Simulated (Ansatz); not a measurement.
Runs of Ansatz 0.2.0 on Sn. The structure is tetragonal, space group I4/mmm (No. 139). The conventional cell has a = 4.058 Å, b = 4.058 Å, c = 3.322 Å, α = 90.00°, β = 90.00°, γ = 90.00°. Sn (site symmetry 4/mmm) has 10 Sn at 3.32 Å as nearest neighbours. This isn't the form of Sn at room conditions, which is tetragonal (white tin).

```csv
task,level,atoms under strain,gap on the mesh (eV),pressure (GPa)
elastic constants,PBEsol,relaxed,none,(a)
elastic constants,LDA,clamped,none,-2.6
phonons,PBE,-,none,-
phonons,PBEsol,-,none,-
elastic constants,PBE,relaxed,none,1.6
```

Alike in all rows: potentials or basis Ansatz PAW; no spin polarisation; cell as given; k mesh 7 × 7 × 7; cutoff (eV) 420; smearing fermi-dirac 0.05 eV.

**Question.** Estimate the missing entries.

**Answer.** (a) -1.2.

Caveats: the elastic tensor has a negative eigenvalue, so either the cell is unstable as it stands or the mesh is too thin (some runs); the PAW data sets come from PBE, with cores solved anew for the run's functional, which leaves a small shift of forces and pressure (some runs).

A k mesh can miss the band edges, and the runs leave out spin-orbit coupling on Sn.

A gap of «none» marks a metal or a gap under the smearing width.
